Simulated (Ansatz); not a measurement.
## A Mg vacancy in rocksalt MgO, 63 atoms, charge −1

All numbers come from Ansatz (PAW, plane waves, no spin–orbit coupling) at the single k point (¼, ¼, ¼) without its symmetry partners. The atoms were relaxed with PBEsol in a fixed cell; other functionals are single points on those atoms unless said otherwise. The valence top and gap of the host come from its small cell on a dense mesh, with the band extrema sought between the mesh points, lined up by the mean potential, PBEsol gap 4.62 eV, r²SCAN gap 5.61 eV. The charge correction uses an assumed dielectric constant of 9.8.

Relaxed structure:

```
CELL_PARAMETERS angstrom
8.42881 0.00000 0.00000
0.00000 8.42881 0.00000
0.00000 0.00000 8.42881
ATOMIC_POSITIONS crystal
O 0.24931 0.00009 0.99962
O 0.24817 0.99996 0.49960
O 0.24823 0.50008 0.99942
O 0.23632 0.50004 0.49956
O 0.75069 0.00013 0.99965
O 0.75182 0.00029 0.49966
O 0.75180 0.50013 0.99981
O 0.76370 0.50018 0.49970
O 0.99997 0.24941 0.99961
O 0.99985 0.24826 0.49960
O 0.00000 0.75082 0.99964
O 0.00019 0.75195 0.49966
O 0.49997 0.24831 0.99943
O 0.49990 0.23643 0.49957
O 0.50004 0.75190 0.99979
O 0.50005 0.76377 0.49968
O 0.99998 0.00009 0.24892
O 0.00001 0.00012 0.75033
O 0.99985 0.50008 0.24775
O 0.00022 0.50014 0.75148
O 0.49996 0.99996 0.24780
O 0.50003 0.00029 0.75147
O 0.49991 0.50004 0.23595
O 0.50006 0.50017 0.76323
O 0.25011 0.25022 0.24970
O 0.25006 0.25016 0.74941
O 0.25008 0.74987 0.24968
O 0.25027 0.75006 0.74957
O 0.74972 0.25018 0.24970
O 0.74994 0.25036 0.74956
O 0.74990 0.75004 0.24988
O 0.74989 0.75000 0.74954
Mg 0.99999 0.00012 0.99962
Mg 0.00002 0.00011 0.49964
Mg 0.00000 0.50010 0.99963
Mg 0.00000 0.50009 0.49961
Mg 0.49999 0.00010 0.99963
Mg 0.49998 0.00009 0.49963
Mg 0.50003 0.50013 0.99961
Mg 0.25111 0.25122 0.99936
Mg 0.25592 0.25610 0.49986
Mg 0.25116 0.74895 0.99963
Mg 0.25625 0.74386 0.49964
Mg 0.74883 0.25128 0.99963
Mg 0.74376 0.25635 0.49964
Mg 0.74888 0.74899 0.99989
Mg 0.74398 0.74408 0.49946
Mg 0.25111 0.99987 0.25076
Mg 0.25116 0.00012 0.74846
Mg 0.25597 0.50029 0.25563
Mg 0.25625 0.50008 0.74334
Mg 0.74882 0.00010 0.25080
Mg 0.74887 0.00036 0.74850
Mg 0.74373 0.50010 0.25592
Mg 0.74404 0.49992 0.74361
Mg 0.99976 0.25125 0.25077
Mg 0.00001 0.25128 0.74844
Mg 0.00000 0.74894 0.25079
Mg 0.00025 0.74897 0.74850
Mg 0.50016 0.25610 0.25566
Mg 0.49997 0.25637 0.74331
Mg 0.49998 0.74386 0.25593
Mg 0.49980 0.74411 0.74359
```

Chemical potentials μ are those of reference phases of the elements at zero temperature by the same functional (the usual solids, diamond for C, grey Sn, and the molecules H2, N2, O2, F2, Cl2, Br2 and S8).

```
functional  E(defect) − E(host) − Σ nμ + q·E_VBM (eV)  monopole (eV)  alignment (eV)  formation energy at E_F = VBM (eV)  moment (μB)            wall time, shared host
    PBEsol                                       8.21           0.25            0.19                                8.65          1.0  14 s on NVIDIA H100 (relaxation)
    r²SCAN                                       8.94           0.25            0.19                                9.38          1.0               12 s on NVIDIA H100
```

(1) How does the monopole term follow by hand for this cubic cell?

r²SCAN one-electron levels near the gap (the ten most localised at most), from the host's valence top, not corrected for the charge's images:

```csv
level (eV),spin,filling,atoms sharing it,element of the atom with most weight
-0.22,up,1.00,27.4,spread
-0.22,up,1.00,27.7,spread
-0.19,down,1.00,12.2,O
-0.19,down,1.00,12.2,O
-0.04,down,0.51,15.6,O
-0.04,down,0.49,15.6,O
```

The charge sits partly or wholly in a band of the host, at the cell's one k point and not at the band edge, so the formation energy is too high and the charge correction doesn't apply as it stands.

PBEsol tends to spread a hole over several anions where a hybrid would trap it on one, and single points on PBEsol atoms lack that distortion.

All elements are taken at their own reference at once; growth conditions in equilibrium with the host shift these energies, by up to the host's formation enthalpy.

One k point and a cell of this size can leave errors of several tenths of an eV in such numbers.

Results:

(1) q²·α·e²/(4πε₀)/(2εL) with the Madelung constant α = 2.837 and e²/4πε₀ = 14.40 eV·Å: 1 × 2.837 × 14.40 / (2 × 9.8 × 8.429) = 0.25 eV.
